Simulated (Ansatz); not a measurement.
# BN: the cost of one run

Program: Ansatz 0.2.0. Level of theory: DFT, plane waves, PAW, no spin polarisation. These are calculated values, not measurements.

The COD entry's cell or inner coordinates are ideal or old and differ from later refinements, so a difference from it is no clean test against experiment.

### 1 The starting structure

The cell holds 24 atoms (B12N12): a = 5.001 Å, b = 7.502 Å, c = 6.524 Å, α = 90.00°, β = 90.00°, γ = 120.00°.

Coordinates:

```xyz
24
Lattice="5.0012 0.0000 0.0000 -3.7509 6.4967 0.0000 0.0000 0.0000 6.5236" Properties=species:S:1:pos:R:3 pbc="T T T"
B     0.0000    1.4437    1.6309
B     1.2503    0.7219    4.8927
N     0.0000    1.4437    4.8927
N     1.2503    0.7219    1.6309
B    -1.2503    3.6093    1.6309
B     0.0000    2.8874    4.8927
N    -1.2503    3.6093    4.8927
N     0.0000    2.8874    1.6309
B    -2.5006    5.7748    1.6309
B    -1.2503    5.0530    4.8927
N    -2.5006    5.7748    4.8927
N    -1.2503    5.0530    1.6309
B     2.5006    1.4437    1.6309
B     3.7509    0.7219    4.8927
N     2.5006    1.4437    4.8927
N     3.7509    0.7219    1.6309
B     1.2503    3.6093    1.6309
B     2.5006    2.8874    4.8927
N     1.2503    3.6093    4.8927
N     2.5006    2.8874    1.6309
B     0.0000    5.7748    1.6309
B     1.2503    5.0530    4.8927
N     0.0000    5.7748    4.8927
N     1.2503    5.0530    1.6309
```

### 2 Run 1: PBEsol

File input.yaml:

```yaml
crystal:
  lattice:
    - [5.0011652085, 0.0, 0.0]
    - [-3.7508739063, 6.4967041786, 0.0]
    - [0.0, 0.0, 6.5236361402]
  atoms:
    - { symbol: B, position: [0.1666666667, 0.2222222222, 0.25] }
    - { symbol: B, position: [0.3333333333, 0.1111111111, 0.75] }
    - { symbol: "N", position: [0.1666666667, 0.2222222222, 0.75] }
    - { symbol: "N", position: [0.3333333333, 0.1111111111, 0.25] }
    - { symbol: B, position: [0.1666666667, 0.5555555556, 0.25] }
    - { symbol: B, position: [0.3333333333, 0.4444444444, 0.75] }
    - { symbol: "N", position: [0.1666666667, 0.5555555556, 0.75] }
    - { symbol: "N", position: [0.3333333333, 0.4444444444, 0.25] }
    - { symbol: B, position: [0.1666666667, 0.8888888889, 0.25] }
    - { symbol: B, position: [0.3333333333, 0.7777777778, 0.75] }
    - { symbol: "N", position: [0.1666666667, 0.8888888889, 0.75] }
    - { symbol: "N", position: [0.3333333333, 0.7777777778, 0.25] }
    - { symbol: B, position: [0.6666666667, 0.2222222222, 0.25] }
    - { symbol: B, position: [0.8333333333, 0.1111111111, 0.75] }
    - { symbol: "N", position: [0.6666666667, 0.2222222222, 0.75] }
    - { symbol: "N", position: [0.8333333333, 0.1111111111, 0.25] }
    - { symbol: B, position: [0.6666666667, 0.5555555556, 0.25] }
    - { symbol: B, position: [0.8333333333, 0.4444444444, 0.75] }
    - { symbol: "N", position: [0.6666666667, 0.5555555556, 0.75] }
    - { symbol: "N", position: [0.8333333333, 0.4444444444, 0.25] }
    - { symbol: B, position: [0.6666666667, 0.8888888889, 0.25] }
    - { symbol: B, position: [0.8333333333, 0.7777777778, 0.75] }
    - { symbol: "N", position: [0.6666666667, 0.8888888889, 0.75] }
    - { symbol: "N", position: [0.8333333333, 0.7777777778, 0.25] }
kpoints:
  mp_grid: { grid: [4, 2, 2] }
hamiltonian:
  xc: pbesol
scf:
  occupations: { method: fermi_dirac, width: 0.069 }
md:
  ensemble: nvt_langevin
  temperature: 800
  timestep: 3.0
  n_steps: 40
  initial_velocities: maxwell_boltzmann
  seed: 2252
```

The run is started by

```bash
ansatz run input.yaml --threads 4 --pin off --max-ram 3686MiB --backend cpu --events-out ev --progress --plain --runs-dir out
```

What time and memory should one allow on 4 threads of Arm Neoverse N1, shared host?

About 3.6 min, with a peak of 0.69 GiB.
